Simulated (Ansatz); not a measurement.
# GaN (Fm-3m) in Ansatz: notebook

The runs below take GaN through relaxation of cell and atoms, with RPBE+D4, revPBE+D3(BJ).

All numbers are computed with Ansatz 0.2.0; they aren't measurements. Logs are shortened: lines on timing, memory, paths and dates and some standing lists are left out, and cuts for length are marked.

## (1) Starting point

Symmetry: Fm-3m, No. 225, cubic system. Conventional cell: a = 4.270 Å, b = 4.270 Å, c = 4.270 Å, α = 90.00°, β = 90.00°, γ = 90.00°. Around Ga (site symmetry m-3m) lie 6 N at 2.14 Å. N (site symmetry m-3m) has 6 Ga at 2.14 Å as nearest neighbours.

Measurements of this composition are mostly on another form, of space group No. 186.

## (2) Relaxation of cell and atoms, RPBE+D4

Contents of input.yaml:

```yaml
crystal:
  lattice:
    - [0.0, 2.135235, 2.135235]
    - [2.135235, 0.0, 2.135235]
    - [2.135235, 2.135235, 0.0]
  atoms:
    - { symbol: Ga, position: [0.0, 0.0, 0.0] }
    - { symbol: "N", position: [0.5, 0.5, 0.5] }
hamiltonian:
  xc: rpbe
  pseudopotentials: { kind: paw }
  dispersion: d4
kpoints:
  mp_grid: { grid: [11, 11, 11] }
scf:
  occupations: { method: fermi_dirac, width: 0.05 }
output:
  forces: true
  stress: true
  eigenvalues: true
relax:
  f_tol: 0.01
  max_steps: 40
  cell: { stress_tol: 0.05 }
```

Potentials or basis: Ansatz PAW.

The run is started by

```bash
ansatz run input.yaml --threads 2 --pin off --max-ram 5632MiB --backend cpu --events-out ev --progress --plain --runs-dir out
```

The program printed:

```text
Warning: RAYON_NUM_THREADS=2 ignored (pool sized by the plan → 2); use --threads N
Engine: ansatz 0.2.0, x86_64-unknown-linux-gnu
Pseudopotentials: kind: paw
Pseudopotential: Ga, paw, valence charge 13, recommended cutoff 420 eV (normal), Ga.paw.azcp
Pseudopotential: N, paw, valence charge 5, recommended cutoff 420 eV (normal), N.paw.azcp
Functional definition: RPBE
  parameter kappa = 0.804
  parameter beta = 0.06672455060314922
  exchange = rpbe_x(kappa = kappa, mu = beta*pi^2/3)
  correlation = pbe_c(beta = beta)
Crystal: 2 atoms, lattice volume = 19.470 Å³
Basis set: ecut = 420 eV, 339 PW (Γ), exchange–correlation on 48×48×48 points (8 copies of the dense FFT grid, shifted against one another)
Bands: 13, of which v1, the nominal top of the filled ones, is band 9 counted from 1 (8 counted from 0)
Symmetry: 48 space group operations
Space group: Fm-3m (ITA 225), of the structure as read, at distance tolerance 2.7e-5 Å
k-points: 56 of 1331
Non-local potential: Ga, projectors of the file, l = 0: 2, l = 1: 2, l = 2: 3, l = 3: 1
Non-local potential: N, projectors of the file, l = 0: 2, l = 1: 2, l = 2: 1
PAW form: soft (Blöchl's): semilocal exchange-correlation on the pseudo side does not see the compensation charge
PAW frozen core: Ga, regenerated for the run's functional, and the local potential with it (the file was generated under x = pbe(κ = 0.804, μ = 0.2195149727645171), c = pbe(β = 0.06672455060314922))
PAW frozen core: N, regenerated for the run's functional, and the local potential with it (the file was generated under x = pbe(κ = 0.804, μ = 0.2195149727645171), c = pbe(β = 0.06672455060314922))
PAW one-centre angular grid: Ga, 590 points (default); XC on 64 Gauss nodes
PAW one-centre angular grid: N, 110 points (default); XC on 64 Gauss nodes
Initial density: superposition of atomic densities (neutral atoms: chi_scale 0, normalization atom), corrected by the library's trained network
Initial wavefunctions: pseudopotential atomic-orbital guess
Functional: x = rpbe, c = pbe(β = 0.06672455060314922)
SCF iter   1: F=—  HF=-4175.810708 eV  |F-HF|=—  |Δ(HF+E_count)|=         —  Δρ=6.33e-3  dr2=2.93e-3  ethr=1.77e-3  ⟨swp⟩=4.3  Hψ=3664  notcnv=0
preconditioner: auto → none  [insulator: Δε(μ)=0.680 eV  Ē_g=19.182 eV  σ=0.050 eV  W_gap=1.00  n_scr=8 (ndim 8)  ℏωp=35.7 eV  f_vac=0.000  D(μ)=0.00/eV (n_scr^D=0)  ε∞_Penn≈4.5]
SCF iter   2: F=—  HF=-4175.809936 eV  |F-HF|=—  |Δ(HF+E_count)|=   7.72e-4  Δρ=2.40e-3  dr2=6.17e-4  ethr=1.63e-5  ⟨swp⟩=2.1  Hψ=1628  notcnv=0
SCF iter   3: F=—  HF=-4175.809886 eV  |F-HF|=—  |Δ(HF+E_count)|=   5.03e-5  Δρ=1.20e-3  dr2=8.64e-5  ethr=3.43e-6  ⟨swp⟩=2.6  Hψ=1259  notcnv=0
SCF iter   4: F=—  HF=-4175.809871 eV  |F-HF|=—  |Δ(HF+E_count)|=   1.45e-5  Δρ=6.24e-5  dr2=4.14e-7  ethr=4.80e-7  ⟨swp⟩=2.0  Hψ=1041  notcnv=0
iter 5 did not close the SCF: its close was put off for the readings that it lacked (scf_convergence_deferred on its scf_iter line)
SCF iter   5: F=-4175.809871 eV  HF=-4175.809871 eV  |F-HF|=1.05e-8  |Δ(HF+E_count)|=   2.79e-7  Δρ=9.80e-6  dr2=2.06e-8  ethr=2.30e-9  ⟨swp⟩=2.6  Hψ=1251  notcnv=0
SCF iter   6: F=-4175.809871 eV  HF=-4175.809871 eV  |F-HF|=5.73e-11  |Δ(HF+E_count)|=   1.70e-9  Δρ=1.13e-6  dr2=9.77e-11  ethr=1.14e-10  ⟨swp⟩=2.0  Hψ=2269  notcnv=0
[... 79 lines left out ...]
SCF iter   4: F=-4175.845409 eV  HF=-4175.845409 eV  |F-HF|=9.09e-13  |Δ(HF+E_count)|=  7.28e-12  Δρ=4.45e-8  dr2=1.68e-13  ethr=1.00e-12  ⟨swp⟩=1.0  Hψ=728  notcnv=0
iter 5 did not close the SCF: its close was put off for the readings that it lacked (scf_convergence_deferred on its scf_iter line)
SCF iter   5: F=-4175.845409 eV  HF=-4175.845409 eV  |F-HF|=9.09e-13  |Δ(HF+E_count)|=  9.09e-13  Δρ=6.89e-9  dr2=4.07e-15  ethr=1.00e-12  ⟨swp⟩=1.0  Hψ=728  notcnv=0
SCF iter   6: F=-4175.845409 eV  HF=-4175.845409 eV  |F-HF|=9.09e-13  |Δ(HF+E_count)|=  9.09e-13  Δρ=1.86e-9  dr2=2.60e-16  ethr=1.00e-12  ⟨swp⟩=2.5  Hψ=2253  notcnv=0
SCF 7 converged in 6 iterations: F = -4175.845409 eV  dr2 = 2.60e-16
relax step   7: F+E_penalty+E_count = -4175.84540950 eV  Δ(F+E_penalty+E_count) = +8.347e-6 eV  max|allowed force component| = 2.975e-30 eV/Å  Δτ_max = 0.0000 Å  P = -0.004 GPa  Ω = 18.471 Å³  stress off target by 4.27e-3 GPa  SCF on the basis re-selected at this cell (its energy is not comparable with the rows above)  (6 SCF iters)
basis re-selected at this cell: Δ(F+E_penalty+E_count) = +8.347e-6 eV, ΔP = -0.003 GPa vs the last step (what re-selecting the basis moved, of the pressure what is left beyond the Pulay correction that the steps carried, after the strain that the cell walked since its last selection, with what the two solves' SCF thresholds leave and, on support functions, any second-order correction that the steps lacked; it is no measure of the basis error at this ecutwfc). This SCF's stress stands 4.27e-3 GPa from its target on what of the cell is left free (relax.cell.stress_tol is 5.00e-2 GPa) and its largest allowed force component is 2.97e-30 eV/Å (relax.f_tol is 1.00e-2 eV/Å): within both
SCF converged after 6 iterations
Free energy (F): -4175.845409 eV
Harris-Foulkes:  -4175.845409 eV  (|F-HF|=9.09e-13)
Internal energy: -4175.845408 eV  (E = F + TS)
E sigma→0 (E₀):  -4175.845409 eV
Entropy (-TS):   -0.000001 eV (-0.001 meV/atom)
Fermi energy:    14.230200 eV
--- Per-component energies (eV) ---
  E_band       = 56.280050
  E_kinetic    = 249.317980
  E_local      = -1648.011500  (includes V_loc(G=0)·N_el)
  E_nonlocal   = 476.615345
  E_hartree    = 777.618300
  E_xc         = -129.074461
  E_vxc        = -134.456472  (∫ρ·V_xc dr)
  E_paw        = -2130.990181  (= ΣΔE_a)
  E_vpaw       = -442.421765  (= ΣTr[D̂ρ^β])
  E_aug_tail   = -0.000138  (compensation charges beyond the density's cutoff)
  E_ewald      = -1769.236714
  E_disp       = -1.941678  (pairwise vdW)
  E_core_change = -0.142360  (= ΣΔE_core)
  E_smearing   = -0.000001  (= −TS)
  E_closure    = 0.000000  (closes the sum)
  Σ components = -4175.845409   (vs F -4175.845409, Δ=0.00e0)
--- Forces (eV/Å), atoms counted from 1 ---
  atom   1  Ga    -0.00000000     0.00000000    -0.00000000
  atom   2  N      0.00000000    -0.00000000    -0.00000000
  max |Σ_I F_I| component: 5.62e-30 eV/Å
--- Stress (GPa, compression-positive) ---
       -0.004273       0.000000       0.000000
        0.000000      -0.004273       0.000000
        0.000000       0.000000      -0.004273
  P = ⅓ Tr σ = -0.0043 GPa (-0.043 kbar)
--- Band table (eV; the first three rows and the last of 56) ---
  k-point 0: bands = ["-3.8541", "-0.3432", "-0.3432", "-0.3432", "-0.2436", "-0.2436", "13.1640", "13.1640", "13.1640", "16.1953", "28.4351", "28.4351", "28.4351"]
  k-point 1: bands = ["-3.6904", "-0.3502", "-0.3344", "-0.3344", "-0.2555", "-0.2555", "12.1645", "13.1835", "13.1835", "17.0115", "26.3378", "27.9371", "27.9371"]
  k-point 2: bands = ["-3.2132", "-0.3692", "-0.3489", "-0.3489", "-0.2490", "-0.2490", "10.3347", "13.2420", "13.2420", "18.2119", "24.3890", "26.4192", "26.4192"]
  k-point 55: bands = ["-1.8516", "-0.3818", "-0.3192", "-0.3065", "-0.0569", "2.3255", "8.0253", "8.0265", "9.7762", "18.9335", "23.2586", "24.4681", "24.6728"]
--- Relaxed structure (5 steps of the walk, 5 accepted, 2 SCFs on fresh bases) ---
  F+E_penalty+E_count = -4175.84540950 eV   max|allowed force component| = 2.975e-30 eV/Å   (the final SCF, on the basis selected at the relaxed cell)
  cell:  # Å, volume = 18.4708 Å³
    - [6.982257731208635e-34, 2.098063670470685, 2.098063670470685]
    - [2.098063670470685, 2.109796739989434e-34, 2.098063670470685]
    - [2.098063670470685, 2.098063670470685, 5.1272181081011875e-34]
  atoms:
    - { symbol: Ga, position: [1.6442264174493737e-36, -3.0535633466890384e-36, -4.46290027592849e-36] }
    - { symbol: N, position: [0.5, 0.5, 0.5] }
```

Run time: 4.2 s. Hardware: 2 threads of AMD EPYC 9R45 (Zen 5), shared host; peak memory 0.38 GiB.

What came out:

- Free energy: -4175.8454 eV
- Relaxed volume: 9.24 Å³/atom
- Relaxed cell: a = 2.967 Å, b = 2.967 Å, c = 2.967 Å, α = 60.00°, β = 60.00°, γ = 60.00°
- Space group after relaxing (to 0.05 Å): Fm-3m (No. 225)
- Energy gained by relaxing: 17.8 meV/atom
- Ionic steps: 7
- Pressure after relaxing: 0.0 GPa
- Band gap on the k mesh: 0.98 eV, indirect (least direct gap 3.03 eV)

Step by step:
| step | energy change (eV) | largest force (eV/Å) | volume (Å³) |
| --- | --- | --- | --- |
| 1 | 0.0000 | 0.0000 | 19.47 |
| 2 | -0.0324 | 0.0000 | 18.84 |
| 3 | -0.0385 | 0.0000 | 18.45 |
| 4 | -0.0384 | 0.0000 | 18.49 |
| 5 | -0.0355 | 0.0000 | 18.49 |
| 6 | -0.0355 | 0.0000 | 18.47 |
| 7 | -0.0355 | 0.0000 | 18.47 |

Final structure:
```
Ga N
1.0
     0.00000    2.09806    2.09806
     2.09806    0.00000    2.09806
     2.09806    2.09806    0.00000
Ga N
1 1
Cartesian
  0.0000 0.0000 0.0000
  2.0981 2.0981 2.0981
```

Levels at points of the mesh, in eV from the valence-band top:
| k point | band 7 | band 8 | band 9 | band 10 | band 11 | band 12 |
| --- | --- | --- | --- | --- | --- | --- |
| (0.00, 0.00, 0.00) | -0.54 | -0.54 | -0.54 | 2.49 | 14.73 | 14.73 |

Caveat: odd divisions of the mesh miss points on the zone boundary, where band edges often lie, so the gap on the mesh can be too wide; the plane-wave basis is chosen anew once the cell has moved, so the energies of steps on either side of that aren't comparable; the pressure holds a Pulay correction of +0.6 GPa for the finite cutoff; the PAW data sets come from PBE, with cores solved anew for the run's functional, which leaves a small shift of forces and pressure. A k mesh can miss the band edges.

## (3) Relaxation of cell and atoms, revPBE+D3(BJ)

Changes to input.yaml since step 2:

```diff
@@ -9,5 +9,5 @@
 hamiltonian:
-  xc: rpbe
+  xc: revpbe
   pseudopotentials: { kind: paw }
-  dispersion: d4
+  dispersion: d3bj
 kpoints:
```

Potentials or basis: Ansatz PAW.

The run is started by

```bash
ansatz run input.yaml --threads 2 --pin off --max-ram 5632MiB --backend cpu --events-out ev --progress --plain --runs-dir out
```

Wall time 2.3 s (2 threads of AMD EPYC 9R45 (Zen 5), shared host); peak memory 0.38 GiB.

The run converged. Its results:

```
Free energy                            : -4173.1385 eV
Relaxed volume                         : 9.41 Å³/atom
Relaxed cell                           : a = 2.986 Å, b = 2.986 Å, c = 2.986 Å, α = 60.00°, β = 60.00°, γ = 60.00°
Space group after relaxing (to 0.05 Å) : Fm-3m (No. 225)
Energy gained by relaxing              : 7.4 meV/atom
Ionic steps                            : 7
Pressure after relaxing                : 0.0 GPa
Band gap on the k mesh                 : 0.84 eV, indirect (least direct gap 2.79 eV)
```

The path:
```tsv
step	energy change (eV)	largest force (eV/Å)	volume (Å³)
1	0.0000	0.0000	19.47
2	-0.0142	0.0000	19.05
3	-0.0169	0.0000	18.82
4	-0.0169	0.0000	18.83
5	-0.0148	0.0000	18.83
6	-0.0149	0.0000	18.82
7	-0.0149	0.0000	18.82
```

Final structure:
```yaml
crystal:
  lattice:
    - [0.00000, 2.11125, 2.11125]
    - [2.11125, 0.00000, 2.11125]
    - [2.11125, 2.11125, 0.00000]
  atoms:
    - { symbol: Ga, position: [0.00000, 0.00000, 0.00000] }
    - { symbol: N, position: [0.50000, 0.50000, 0.50000] }
```

Levels at points of the mesh, in eV from the valence-band top:
| k point | band 6 | band 7 | band 8 | band 9 | band 10 | band 11 | band 12 | band 13 |
| --- | --- | --- | --- | --- | --- | --- | --- | --- |
| (0.00, 0.00, 0.00) | -13.96 | -0.52 | -0.52 | -0.52 | 2.27 | 14.62 | 14.62 | 14.62 |

Caveat: odd divisions of the mesh miss points on the zone boundary, where band edges often lie, so the gap on the mesh can be too wide; the plane-wave basis is chosen anew once the cell has moved, so the energies of steps on either side of that aren't comparable; the pressure holds a Pulay correction of +0.6 GPa for the finite cutoff; the PAW data sets come from PBE, with cores solved anew for the run's functional, which leaves a small shift of forces and pressure. A k mesh can miss the band edges.
